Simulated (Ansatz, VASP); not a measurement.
**InSb: VASP beside Ansatz**

Aim: how closely do two programs agree when they are given the same cell, functional and k mesh? The cell is taken from a series of VASP runs on this material, whose earlier steps may have relaxed, scaled or displaced it; both programs get it as it stands.

Program: Ansatz 0.2.0. Level of theory: plane waves, with VASP 6.6.1 beside it; relaxation of cell and atoms at LDA. Results are calculated unless marked as measured.

**1. The starting structure**

Symmetry: F-43m, No. 216, cubic system. The conventional cell has a = 6.478 Å, b = 6.478 Å, c = 6.478 Å, α = 90.00°, β = 90.00°, γ = 90.00°. Nearest to Sb lie 4 In at 2.81 Å. Nearest to In lie 4 Sb at 2.81 Å. Farther neighbours are not listed.

**2. Ansatz: relaxation of cell and atoms, LDA**

Ansatz runs on its default PAW (the set named soft_2) files.

The relaxed volume is the usual yardstick between codes: its relative difference is about their pressure difference at one cell divided by the bulk modulus.

Contents of input.yaml:

```yaml
crystal:
  lattice:
    - [0.0, 3.2391, 3.2391]
    - [3.2391, 0.0, 3.2391]
    - [3.2391, 3.2391, 0.0]
  atoms:
    - { symbol: Sb, position: [0.75, 0.75, 0.75] }
    - { symbol: In, position: [0.0, 0.0, 0.0] }
hamiltonian:
  xc: lda
  pseudopotentials: { kind: paw }
kpoints:
  mp_grid: { grid: [10, 10, 10] }
scf:
  occupations: { method: methfessel_paxton, width: 0.15 }
relax:
  f_tol: 0.01
  max_steps: 60
  cell: { stress_tol: 0.05 }
output:
  forces: true
  stress: true
```

Launch:

```sh
> ansatz run input.yaml --threads 4 --pin off --max-ram 9216MiB --backend cpu --events-out ev --progress --plain --runs-dir out
```

Numbers of over 12 decimals in the logs are rounded to 6 here.

The log of the run:

```text
Engine: ansatz 0.2.0, x86_64-unknown-linux-gnu
Pseudopotentials: kind: paw
Pseudopotential: Sb, paw, valence charge 15, recommended cutoff 420 eV (normal), Sb.paw.azcp
Pseudopotential: In, paw, valence charge 13, recommended cutoff 420 eV (normal), In.paw.azcp
Functional definition: SPW92
  exchange = slater_x
  correlation = pw_c
Crystal: 2 atoms, lattice volume = 67.968 Å³
Basis set: ecut = 420 eV, 1363 PW (Γ)
Bands: 18, of which v1, the nominal top of the filled ones, is band 14 counted from 1 (13 counted from 0)
Symmetry: 24 space group operations
Space group: F-43m (ITA 216), of the structure as read, at distance tolerance 4.1e-5 Å
k-points: 47 of 1000 (time reversal used)
Non-local potential: Sb, projectors of the file, l = 0: 2, l = 1: 2, l = 2: 2, l = 3: 2
Non-local potential: In, projectors of the file, l = 0: 2, l = 1: 2, l = 2: 2, l = 3: 2
PAW form: soft (Blöchl's): semilocal exchange-correlation on the pseudo side does not see the compensation charge
PAW frozen core: Sb, regenerated for the run's functional, and the local potential with it (the file was generated under x = pbe(κ = 0.804, μ = 0.219515), c = pbe(β = 0.066725))
PAW frozen core: In, regenerated for the run's functional, and the local potential with it (the file was generated under x = pbe(κ = 0.804, μ = 0.219515), c = pbe(β = 0.066725))
PAW one-centre angular grid: Sb, 590 points (default); XC on 64 Gauss nodes
PAW one-centre angular grid: In, 590 points (default); XC on 64 Gauss nodes
Initial density: superposition of atomic densities (neutral atoms: chi_scale 0, normalization atom), corrected by the library's trained network
Initial wavefunctions: pseudopotential atomic-orbital guess
Functional: x = slater, c = lda
SCF iter   1: F=—  HF=-11793.164309 eV  |F-HF|=—  |Δ(HF+E_count)|=         —  Δρ=6.94e-3  dr2=2.14e-2  ethr=1.77e-3  ⟨swp⟩=5.7  Hψ=4483  notcnv=0
preconditioner: auto → none  [insulator: Δε(μ)=0.144 eV  Ē_g=13.908 eV  σ=0.150 eV  W_gap=0.55  n_scr=14 (ndim 8)  ℏωp=19.1 eV  f_vac=0.112  D(μ)=0.08/eV (n_scr^D=0)  ε∞_Penn≈2.9]
SCF iter   2: F=—  HF=-11793.155925 eV  |F-HF|=—  |Δ(HF+E_count)|=   8.38e-3  S|Δr|=    0.00e0  Δρ=2.25e-3  dr2=1.41e-3  ethr=7.65e-5  ⟨swp⟩=2.5  Hψ=1889  notcnv=0
SCF iter   3: F=—  HF=-11793.155909 eV  |F-HF|=—  |Δ(HF+E_count)|=   1.59e-5  S|Δr|=    0.00e0  Δρ=7.06e-4  dr2=1.77e-4  ethr=5.05e-6  ⟨swp⟩=2.1  Hψ=1080  notcnv=0
SCF iter   4: F=—  HF=-11793.155918 eV  |F-HF|=—  |Δ(HF+E_count)|=   9.17e-6  S|Δr|=    0.00e0  Δρ=1.79e-4  dr2=2.35e-5  ethr=6.32e-7  ⟨swp⟩=2.0  Hψ=1253  notcnv=0
SCF iter   5: F=—  HF=-11793.155911 eV  |F-HF|=—  |Δ(HF+E_count)|=   7.18e-6  S|Δr|=    0.00e0  Δρ=1.45e-5  dr2=1.40e-7  ethr=8.40e-8  ⟨swp⟩=2.0  Hψ=1270  notcnv=0
SCF iter   6: F=-11793.155911 eV  HF=-11793.155911 eV  |F-HF|=9.42e-10  |Δ(HF+E_count)|=   7.68e-9  S|Δr|=    0.00e0  Δρ=2.22e-6  dr2=3.59e-9  ethr=3.57e-10  ⟨swp⟩=4.4  Hψ=2803  notcnv=0
SCF 1 converged in 6 iterations: F = -11793.155911 eV  dr2 = 3.59e-9
  greatest PAW one-centre occupation: 0.998 electrons in one spin orbital (limit 2), on the Sb atom at site 0 (counted from 0), in its partial waves of l = 2
relax step   1: F+E_penalty+E_count = -11793.15591078 eV  Δ(F+E_penalty+E_count) = +0.000e0 eV  max|allowed force component| = 1.850e-16 eV/Å  Δτ_max = 0.0000 Å  P = -0.595 GPa  Ω = 67.968 Å³  (6 SCF iters, dr2 threshold 1.00e-7 eV, accepted)
[...]
relax step   2: F+E_penalty+E_count = -11793.15718999 eV  Δ(F+E_penalty+E_count) = -1.279e-3 eV  max|allowed force component| = 7.864e-17 eV/Å  Δτ_max = 0.0000 Å  P = +0.379 GPa  Ω = 66.544 Å³  energy of the carried Pulay correction = +2.302e-4 eV  (5 SCF iters, dr2 threshold 2.00e-7 eV, accepted)
[...]
relax step   3: F+E_penalty+E_count = -11793.15772606 eV  Δ(F+E_penalty+E_count) = -5.361e-4 eV  max|allowed force component| = 5.435e-17 eV/Å  Δτ_max = 0.0000 Å  P = -0.010 GPa  Ω = 67.091 Å³  energy of the carried Pulay correction = +1.412e-4 eV  (4 SCF iters, dr2 threshold 2.00e-7 eV, accepted)
[...]
relax step   4: F+E_penalty+E_count = -11793.15757558 eV  Δ(F+E_penalty+E_count) = +1.505e-4 eV  max|allowed force component| = 5.667e-17 eV/Å  Δτ_max = 0.0000 Å  P = -0.009 GPa  Ω = 67.091 Å³  stress off target by 8.72e-3 GPa  SCF on the basis re-selected at this cell (its energy is not comparable with the rows above)  (5 SCF iters)
basis re-selected at this cell: Δ(F+E_penalty+E_count) = +1.505e-4 eV, ΔP = +0.001 GPa vs the last step (what re-selecting the basis moved, of the pressure what is left beyond the Pulay correction that the steps carried, after the strain that the cell walked since its last selection, with what the two solves' SCF thresholds leave and, on support functions, any second-order correction that the steps lacked; it is no m [...]
SCF converged after 5 iterations
Stability not checked: this state was not tested for a lower state beside it, because cold or Methfessel-Paxton smearing, or corrected tetrahedra, fill the levels in a way that the test cannot read (fill_not_monotonic; see scf.lower_state_search)
Free energy (F): -11793.157576 eV
Harris-Foulkes:  -11793.157576 eV  (|F-HF|=5.46e-12)
Internal energy: -11793.157870 eV  (E = F + TS)
E sigma→0 (E₀):  -11793.157649 eV
Entropy (-TS):   0.000295 eV (0.147 meV/atom)
Fermi energy:    7.227265 eV
Step filling:    the computed levels leave a gap of 0.0000 eV = 0.0 smearing widths at the electron count; against every level under it full and every level over it empty, smearing changes F+E_penalty+E_count by +0.094 meV and its σ→0 estimate by +0.020 meV
--- Per-component energies (eV) ---
  E_band       = -264.690364
  E_kinetic    = 453.194303
  E_local      = -3192.785956  (includes V_loc(G=0)·N_el)
  E_nonlocal   = 737.136487
  E_hartree    = 1368.587652
  E_xc         = -351.456859
  E_vxc        = -198.541636  (∫ρ·V_xc dr)
  E_paw        = -8443.206225  (= ΣΔE_a)
  E_vpaw       = -800.868867  (= ΣTr[D̂ρ^β])
  E_aug_tail   = 0.000023  (compensation charges beyond the density's cutoff)
  E_ewald      = -2365.470655
  E_core_change = 0.843360  (= ΣΔE_core)
  E_smearing   = 0.000295  (= −TS)
  E_closure    = -0.000000  (closes the sum)
  Σ components = -11793.157576   (vs F -11793.157576, Δ=0.00e0)
--- Forces (eV/Å), atoms counted from 1 ---
  atom   1  Sb     0.00000000     0.00000000    -0.00000000
  atom   2  In    -0.00000000     0.00000000     0.00000000
  max |Σ_I F_I| component: 3.01e-17 eV/Å
--- Stress (GPa, compression-positive) ---
       -0.008723       0.000000       0.000000
        0.000000      -0.008723       0.000000
        0.000000       0.000000      -0.008723
  P = ⅓ Tr σ = -0.0087 GPa (-0.087 kbar)
--- Relaxed structure (3 steps of the walk, 3 accepted, 1 SCFs on fresh bases) ---
  F+E_penalty+E_count = -11793.15757558 eV   max|allowed force component| = 5.667e-17 eV/Å   (the final SCF, on the basis selected at the relaxed cell)
  cell:  # Å, volume = 67.0908 Å³
    - [0, 3.225108, 3.225108]
    - [3.225108, 0, 3.225108]
    - [3.225108, 3.225108, 0]
  atoms:
    - { symbol: Sb, position: [0.75, 0.75, 0.75] }
    - { symbol: In, position: [0, 0, 0] }
```

Elapsed: 2.6 s, on 4 threads of AMD EPYC 9R14 (Zen 4), shared host; peak memory 0.49 GiB.

**3. VASP: relaxation of cell and atoms, LDA**

The same cell, functional (in two slightly different forms), mesh and smearing now go to VASP, with its own data sets and cutoff.

Lines of VASP's logs that name or quote its potential files are left out, and so is its time.

Contents of INCAR:

```
SYSTEM = InSb
PREC = Accurate
ENCUT = 450
EDIFF = 1E-07
NELM = 100
ISMEAR = 1
SIGMA = 0.15
LREAL = .FALSE.
ALGO = Normal
GGA = CA
NBANDS = 15
LORBIT = 11
LWAVE = .FALSE.
LCHARG = .FALSE.
KPAR = 2
IBRION = 2
NSW = 50
ISIF = 3
EDIFFG = -0.002
```

Contents of POSCAR:

```
InSb
1.0
    0.0000000000      3.2391000000      3.2391000000
    3.2391000000      0.0000000000      3.2391000000
    3.2391000000      3.2391000000      0.0000000000
Sb In
1 1
Direct
    0.7500000000      0.7500000000      0.7500000000
    0.0000000000      0.0000000000      0.0000000000
```

Contents of KPOINTS:

```
Automatic mesh
0
Gamma
10 10 10
0 0 0
```

PAW data sets: Sb and In_d (LDA family, release 64).

Launch:

```sh
> mpirun -np 2 vasp_std
```

The log of the run:

```text
[banner, memory and clock lines left out]
running    2 mpi-ranks, on    1 nodes
 distrk:  each k-point on    1 cores,    2 groups
 distr:  one band on    1 cores,    1 groups

 POSCAR found type information on POSCAR SbIn
 POSCAR found :  2 types and       2 ions
 LDA part: xc-table for (Slater(with rela. corr.)+CA(PZ))
 , standard interpolation
 POSCAR, INCAR and KPOINTS ok, starting setup
 FFT: planning ... GRIDC
 FFT: planning ... GRID_SOFT
 FFT: planning ... GRID
 WAVECAR not read
 entering main loop
       N       E                     dE             d eps       ncg     rms          rms(c)
DAV:   1     0.108757998273E+03    0.10876E+03   -0.73148E+03  1410   0.109E+03
DAV:   2    -0.142887338563E+01   -0.11019E+03   -0.10741E+03  1550   0.273E+02
DAV:   3    -0.817317138450E+01   -0.67443E+01   -0.67205E+01  1802   0.738E+01
DAV:   4    -0.836231547050E+01   -0.18914E+00   -0.18909E+00  1796   0.147E+01
DAV:   5    -0.837195551809E+01   -0.96400E-02   -0.96399E-02  2090   0.259E+00    0.431E+00
DAV:   6    -0.824652760286E+01    0.12543E+00   -0.15805E-01  2065   0.646E+00    0.244E+00
DAV:   7    -0.821628705894E+01    0.30241E-01   -0.68343E-02  1918   0.253E+00    0.540E-01
DAV:   8    -0.821457011733E+01    0.17169E-02   -0.70400E-03  1953   0.103E+00    0.301E-01
DAV:   9    -0.821465689373E+01   -0.86776E-04   -0.60979E-04  1739   0.236E-01    0.767E-02
DAV:  10    -0.821464613466E+01    0.10759E-04   -0.35752E-05  1749   0.472E-02    0.325E-02
DAV:  11    -0.821465004076E+01   -0.39061E-05   -0.97778E-06  1634   0.422E-02    0.208E-02
DAV:  12    -0.821464988915E+01    0.15161E-06   -0.71644E-07  1936   0.101E-02    0.538E-03
DAV:  13    -0.821464989934E+01   -0.10192E-07   -0.11267E-07  1310   0.354E-03
   1 F= -.82146499E+01 E0= -.82147463E+01  d E =-.821465E+01
 curvature:   0.00 expect dE= 0.000E+00 dE for cont linesearch  0.000E+00
 trial: gam= 0.00000 g(F)=  0.183E-48 g(S)=  0.303E-02 ort = 0.000E+00 (trialstep = 0.100E+01)
 search vector abs. value=  0.303E-02
 bond charge predicted
       N       E                     dE             d eps       ncg     rms          rms(c)
DAV:   1    -0.825283660325E+01   -0.38187E-01   -0.88064E-01  1823   0.169E+01    0.122E+00
DAV:   2    -0.822075630757E+01    0.32080E-01   -0.68816E-02  1746   0.565E+00    0.419E-01
DAV:   3    -0.821580750322E+01    0.49488E-02   -0.13832E-02  1795   0.221E+00    0.249E-01
DAV:   4    -0.821570996208E+01    0.97541E-04   -0.50140E-04  1599   0.196E-01    0.172E-01
DAV:   5    -0.821559125590E+01    0.11871E-03   -0.76399E-05  1824   0.748E-02    0.728E-02
DAV:   6    -0.821557763334E+01    0.13623E-04   -0.25189E-05  2178   0.455E-02    0.124E-02
DAV:   7    -0.821557739567E+01    0.23767E-06   -0.20641E-06  1844   0.234E-02    0.248E-03
DAV:   8    -0.821557735684E+01    0.38828E-07   -0.37620E-07  1487   0.118E-02
   2 F= -.82155774E+01 E0= -.82156782E+01  d E =-.927457E-03
 trial-energy change:   -0.000927  1 .order   -0.000884   -0.003033    0.001265
 step:   0.7180(harm=  0.7056)  dis= 0.00000  next Energy=    -8.215755 (dE=-0.110E-02)
 bond charge predicted
       N       E                     dE             d eps       ncg     rms          rms(c)
DAV:   1    -0.821869313240E+01   -0.31157E-02   -0.71199E-02  1816   0.492E+00    0.338E-01
DAV:   2    -0.821617424425E+01    0.25189E-02   -0.53005E-03  1739   0.153E+00    0.120E-01
DAV:   3    -0.821576806859E+01    0.40618E-03   -0.11746E-03  1781   0.645E-01    0.683E-02
DAV:   4    -0.821576115483E+01    0.69138E-05   -0.41440E-05  1606   0.581E-02    0.479E-02
DAV:   5    -0.821575131828E+01    0.98366E-05   -0.59341E-06  1805   0.198E-02    0.212E-02
DAV:   6    -0.821575004686E+01    0.12714E-05   -0.20787E-06  2105   0.133E-02    0.323E-03
DAV:   7    -0.821575002743E+01    0.19433E-07   -0.11911E-07  1084   0.592E-03
   3 F= -.82157500E+01 E0= -.82158493E+01  d E =-.110013E-02
 curvature:  -0.35 expect dE=-0.110E-06 dE for cont linesearch -0.110E-06
 trial: gam= 0.00000 g(F)=  0.199E-48 g(S)=  0.313E-06 ort =-0.308E-04 (trialstep = 0.944E+00)
 search vector abs. value=  0.314E-06
 reached required accuracy - stopping structural energy minimisation
```

OUTCAR, selected parts (step 3):

```text
ion  position               nearest neighbor table
   1  0.750  0.750  0.750-   2 2.81   2 2.81   2 2.81   2 2.81
   2  0.000  0.000  0.000-   1 2.81   1 2.81   1 2.81   1 2.81

  LATTYP: Found a face centered cubic cell.
 ALAT       =     6.4782000000

 Subroutine GETGRP returns: Found 24 space group operations
 (whereof 24 operations were pure point group operations)

The static configuration has the point symmetry T_d .

 Found     47 irreducible k-points:

   k-points           NKPTS =     47   k-points in BZ     NKDIM =     47   number of bands    NBANDS=     15

   dimension x,y,z NGX =    32 NGY =   32 NGZ =   32
   dimension x,y,z NGXF=    64 NGYF=   64 NGZF=   64

   ENCUT  =  450.0 eV  33.07 Ry    5.75 a.u.   7.92  7.92  7.92*2*pi/ulx,y,z

   NELECT =      18.0000    total number of electrons

 k-points in reciprocal lattice and weights: Automatic mesh
   0.00000000  0.00000000  0.00000000       0.001
   0.10000000  0.00000000  0.00000000       0.008
   0.20000000  0.00000000  0.00000000       0.008
   0.30000000  0.00000000  0.00000000       0.008
   0.40000000  0.00000000  0.00000000       0.008
   0.50000000  0.00000000  0.00000000       0.004
   0.10000000  0.10000000  0.00000000       0.006
   0.20000000  0.10000000  0.00000000       0.024
   0.30000000  0.10000000  0.00000000       0.024
[...]
-0.30000000  0.40000000  0.20000000       0.024
  -0.30000000  0.50000000  0.20000000       0.012

 average (electrostatic) potential at core
       1 -88.1823       2 -95.7183

 E-fermi :   5.0009

 k-point     1 :       0.0000    0.0000    0.0000
  band No.  band energies     occupation
    ...
      6      -5.8355      2.00000
      7       4.7048      2.01736
      8       5.0078      0.92267
      9       5.0078      0.92267
     10       5.0078      0.92267
     11       7.9161     -0.00000
     12       7.9161     -0.00000
     13       7.9161     -0.00000
     14      10.5557      0.00000
     15      13.2899      0.00000

 k-point     2 :       0.1000    0.0000    0.0000
  band No.  band energies     occupation
    ...
      5      -9.4848      2.00000
      6      -5.7427      2.00000
      7       3.4531      2.00000
      8       4.8630      2.02931
      9       4.8630      2.02931
     10       5.7838     -0.00000
     11       8.1141      0.00000
     12       8.1141      0.00000
     13       8.1203      0.00000
     14      11.1056      0.00000
    ...

 k-point     3 :       0.2000    0.0000    0.0000
  band No.  band energies     occupation
    ...
      5      -9.4851      2.00000
      6      -5.4746      2.00000
      7       1.9985      2.00000
      8       4.5534      2.00020
      9       4.5534      2.00020
     10       5.8813     -0.00000
     11       8.5056      0.00000
     12       8.5056      0.00000
     13       9.0329      0.00000
     14      11.8073      0.00000
    ...

  Total        0.0020812      0.0020812      0.0020812     -0.0000000      0.0000000     -0.0000000
  in kB        0.0495852      0.0495852      0.0495852     -0.0000000      0.0000000     -0.0000000
  external PRESSURE =       0.0495852 kB  Pullay stress =       0.0000000 kB

  energy-cutoff  :      450.00
  volume of cell :       67.25
      direct lattice vectors                 reciprocal lattice vectors
     0.000000000  3.227616025  3.227616025    -0.154913099  0.154913099  0.154913099
     3.227616025  0.000000000  3.227616025     0.154913099 -0.154913099  0.154913099
     3.227616025  3.227616025  0.000000000     0.154913099  0.154913099 -0.154913099

 POSITION                                       TOTAL-FORCE (eV/Angst)
 -----------------------------------------------------------------------------------
      4.84142      4.84142      4.84142        -0.000000     -0.000000     -0.000000
      0.00000      0.00000      0.00000         0.000000      0.000000      0.000000
 -----------------------------------------------------------------------------------
    total drift:                                0.000000      0.000000      0.000000

  FREE ENERGIE OF THE ION-ELECTRON SYSTEM (eV)
  ---------------------------------------------------
  free  energy   TOTEN  =        -8.2157500274 eV

  energy  without entropy=       -8.2160478899  energy(sigma->0) =       -8.21584931

 reached required accuracy - stopping structural energy minimisation

 total charge
# of ion       s       p       d       tot
------------------------------------------
    1        1.146   1.343   0.022   2.510
    2        0.887   0.734   9.863  11.484
--------------------------------------------------
tot          2.032   2.077   9.885  13.994

[... 3 further parts left out ...]
```

CONTCAR:

```
InSb
   1.00000000000000
     0.0000000000000000    3.2276160253144117    3.2276160253144117
     3.2276160253144117    0.0000000000000000    3.2276160253144117
     3.2276160253144117    3.2276160253144117    0.0000000000000000
  Sb              In
     1     1
Direct
     0.7500000000000000    0.7500000000000000    0.7500000000000000
     0.0000000000000000    0.0000000000000000    0.0000000000000000
```

The run keeps the 24 symmetry operations of its start, so it cannot find a distortion of lower symmetry.

**4. Side by side**

Known differences besides the potentials themselves: the two LDA forms differ slightly; both relaxations stop at a tolerance, which leaves soft axes loose, and VASP keeps its plane-wave basis; the data sets hold 28 valence electrons in Ansatz (default PAW (the set named soft_2) files) and 18 in VASP; the cutoff is 420 eV in Ansatz and 450 eV in VASP; VASP's log shows a relativistic correction to its local exchange, Ansatz's none; Ansatz adds a Pulay correction to the stress that steers its cell, VASP none. Total energies have different zeros and are not compared.

Compared:

| quantity | Ansatz | VASP | difference |
| --- | --- | --- | --- |
| volume (Å³) | 67.09 | 67.25 | -0.23 % |
| edge a after relaxation, in the typed setting (Å) | 4.561 | 4.564 | -0.08 % |

The walks stopped with -0.01 GPa left in Ansatz and 0.00 GPa in VASP; each walk ends within a tolerance, so the volume difference is uncertain by about these residues over the bulk modulus, most in soft cells.

**5. What came out**

| Property | Result |
| --- | --- |
| difference in volume (relaxation of cell and atoms, LDA) | -0.23 % |

The difference in volume is -0.23 % (relaxation of cell and atoms, LDA), within the 1.2 % picked in this series as the mark of a large difference, as far as the stopping tolerances let one tell. How closely two codes agree says nothing of how well the functional describes the real material.

[Lines on the potential files, build, host, timing and source positions are cut from VASP's logs without a mark.]

[Logs are printed without paths, hosts, clocks, repeated set-up lines and the standing remarks that a program may print on its own settings, such as how far it seeks lower states.]

[Hosts, paths, dates, database ids (printed as entryN), source tags and the programs' standing remarks are cut or masked in the printed files.]
